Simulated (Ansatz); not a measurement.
# CsCl: what symmetry allows forces and stress to be

```
Cs Cl
1.0
     4.01881   -0.04123    0.04123
    -0.04123    4.07728   -0.03397
     0.04123   -0.03397    4.07728
Cs Cl
1 1
Direct
  0.98545 0.99996 0.00004
  0.51455 0.50004 0.49996
```

Level of theory: DFT PBE, scalar-relativistic, plane waves, PAW (Ansatz 0.2.0).

Plane waves to 420 eV, a k mesh through Γ of 6×6×6 on the computed 2-atom cell and Gaussian smearing (0.02 eV); no spin polarisation.

This distorted cell has space group Cm, with 2 operations.

Without a calculation: in which directions can each atom feel a force?

A force must be left unchanged by every operation that keeps its atom in place, so it lies in the space that those operations leave fixed. Atoms that the group maps onto each other feel forces of one size.
```tsv
atom	site symmetry	operations at the site	equivalent to atom	allowed force (Cartesian)
Cs1	m	2	1	in the plane normal to (0.00, 0.71, 0.71)
Cl2	m	2	2	in the plane normal to (0.00, 0.71, 0.71)
```

That leaves 4 independent force components of 6, tied by 2 conditions that the forces sum to zero, so 2 remain. A relaxation in this cell that keeps the symmetry moves the atoms in these directions alone.

And the stress tensor?

It must be invariant under the point group, which leaves 4 independent components: yy = zz. Further linear relations between components hold in this frame.

Do the computed values obey this?

Yes. Forces (eV/Å):
```
Cs1  0.131  0.013 -0.013
Cl2 -0.131 -0.013  0.013
```

Stress (GPa, compression positive, xx yy zz yz xz xy): 2.41 2.04 2.04 0.17 -0.20 0.20. The program imposes the same operations on density, forces and stress, so this confirms the analysis and is no independent test of the calculation.